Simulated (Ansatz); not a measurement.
## SnSe: from a guess to a relaxed structure

These are results of DFT PBE, scalar-relativistic, plane waves, PAW (Ansatz), not measurements. Cutoff 420 eV, Gaussian smearing, Γ-centred meshes. Cell and atoms relax first on a coarse mesh and then on a converged one. In between, the cell is made exact in the group found at 0.06 Å. The steps can't lower the symmetry of their start. No spin polarisation.

The guess for SnSe was made by a generator: random cell by space group and Wyckoff sites (I4/mmm, No. 139). Its size is a rough estimate.

```
CELL_PARAMETERS angstrom
-2.27794 2.27794 2.58779
2.27794 -2.27794 2.58779
2.27794 2.27794 -2.58779
ATOMIC_POSITIONS crystal
Sn 0.00000 0.00000 0.00000
Se 0.50000 0.50000 0.00000
```

Energies over the elements count from the elements' standard structures at the same level, with no fitted energy shifts. The references include grey tin.

Problem. Where does the relaxation end?

Solution. The symmetry goes from I4/mmm (No. 139) to Fm-3m (No. 225). The end has the rock salt type. The volume per atom grows by 3.6 %, from 26.9 to 27.8 Å³. The shortest distance goes from 2.59 Å (Sn–Se) to 3.03 Å (Sn–Se). The energy falls by about 0.40 eV/atom (the start's value is from the coarse mesh). The end is written in a standard setting, so origin, axes and order of atoms can differ from the start's. Conventional cell: a = 6.061 Å. Sn has 6 Se at 3.03 Å; Se is surrounded by 6 Sn at 3.03 Å.

```cif
data_structure
_symmetry_space_group_name_H-M 'Fm-3m'
_symmetry_Int_Tables_number 225
_cell_length_a 6.0611
_cell_length_b 6.0611
_cell_length_c 6.0611
_cell_angle_alpha 90.000
_cell_angle_beta 90.000
_cell_angle_gamma 90.000
_cell_volume 222.67
loop_
_atom_site_label
_atom_site_type_symbol
_atom_site_symmetry_multiplicity
_atom_site_Wyckoff_symbol
_atom_site_fract_x
_atom_site_fract_y
_atom_site_fract_z
_atom_site_occupancy
Sn1 Sn 4 a 0.00000 0.00000 0.00000 1
Se1 Se 4 b 0.50000 0.00000 0.00000 1
```

Problem. Give its energy and gap.

Solution. The formation energy is −0.434 eV/atom and the gap on the 10×10×10 mesh of the 2-atom cell is 0.49 eV.

It lies below the elements, which doesn't yet make it stable against other compounds or structures.

The last run used Gaussian smearing of 0.02 eV. Kohn–Sham gaps at this level usually fall short of measured ones. The reference form of Se is held partly by dispersion forces, which this level lacks. A structure relaxed within its symmetry needn't be a true minimum. In all, the 3 runs took 17 s on 1 thread of Intel(R) Xeon(R) 6975P-C (Granite Rapids), with other jobs on the host.
